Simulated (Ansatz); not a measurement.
**BN: compression at zero temperature**

Aim: relax BN at pressures from -1 to 90 GPa within the symmetry of the start, and follow volume, cell shape and gap.

Computed with Ansatz 0.2.0 (DFT r2SCAN, scalar-relativistic, plane waves, PAW, unless a step's input says otherwise).

3 further runs of the same task are left out: 3 set aside as unsound or not needed.

## Step 1: The starting structure

The structure is hexagonal, space group P6_3/mmc (No. 194). The conventional cell has a = 2.501 Å, b = 2.501 Å, c = 6.874 Å, α = 90.00°, β = 90.00°, γ = 120.00°. Around B (site symmetry -6m2) lie 3 N at 1.44 Å. Around N (site symmetry -6m2) lie 3 B at 1.44 Å.

Structure file:

```
CELL_PARAMETERS angstrom
2.50093 0.00000 0.00000
-1.25046 2.16587 0.00000
0.00000 0.00000 6.87426
ATOMIC_POSITIONS crystal
B 0.33333 0.66667 0.25000
B 0.66667 0.33333 0.75000
N 0.33333 0.66667 0.75000
N 0.66667 0.33333 0.25000
```

It goes back to an entry of the Materials Project.

This cell was relaxed beforehand with the same method: volume 9.31 Å³/atom, gap on the mesh 4.89 eV.

## Step 2: Relaxing at -1 GPa

Input file input.yaml:

```yaml
crystal:
  lattice:
    - [2.5091357883, 0.0, 0.0]
    - [-1.2545678941, 2.1729753342, 0.0]
    - [0.0, 0.0, 6.8968221924]
  atoms:
    - { symbol: B, position: [0.3333333333, 0.6666666667, 0.25] }
    - { symbol: B, position: [0.6666666667, 0.3333333333, 0.75] }
    - { symbol: "N", position: [0.3333333333, 0.6666666667, 0.75] }
    - { symbol: "N", position: [0.6666666667, 0.3333333333, 0.25] }
basis:
  ecutwfc: 500
kpoints:
  mp_grid: { grid: [12, 12, 4] }
hamiltonian:
  xc: r2scan
scf:
  occupations: { method: gaussian, width: 0.02 }
output:
  forces: true
  stress: true
  eigenvalues: true
relax:
  adjacent_minimum: "off"
  f_tol: 0.008
  max_steps: 50
  cell: { stress_tol: 0.08, p_target: -1.0 }
```

Launch:

```
ansatz run input.yaml --threads 1 --pin off --max-ram 2560MiB --backend cpu --events-out ev --progress --plain --runs-dir out
```

The session goes on with these runs: the gap over the whole zone at -1 GPa; relaxing at 1 GPa; seeking the band edges at 1 GPa; target pressure 4 GPa; the gap over the whole zone at 4 GPa; target pressure 12 GPa; seeking the band edges at 12 GPa; 25 GPa; seeking the band edges at 25 GPa; relaxing at 50 GPa; band edges over the zone at 50 GPa; 90 GPa; band edges over the zone at 90 GPa.

Before running it: what results should come out? Wanted: bulk modulus B0; B0'.

The runs gave:

| quantity | value |
| --- | --- |
| volume at 90 GPa | 5.51 Å³/atom, V/V0 = 0.592 |
| bulk modulus B0 (third-order Birch-Murnaghan) | 28 GPa |
| B0' | 7.8 |
| gap at 0 and 90 GPa | 4.89 eV; 4.20 eV |

What this shows: At 90 GPa the crystal has lost 40.8 % of its volume. A third-order Birch-Murnaghan curve fits the points with B0 = 28 GPa. The cell gives way unevenly: a -3.8 %, b -3.8 %, c -36.1 %. The gap goes from 4.89 eV at zero pressure to 4.20 eV at 90 GPa. The symmetry of the start is kept, so a transition to another structure would not show.
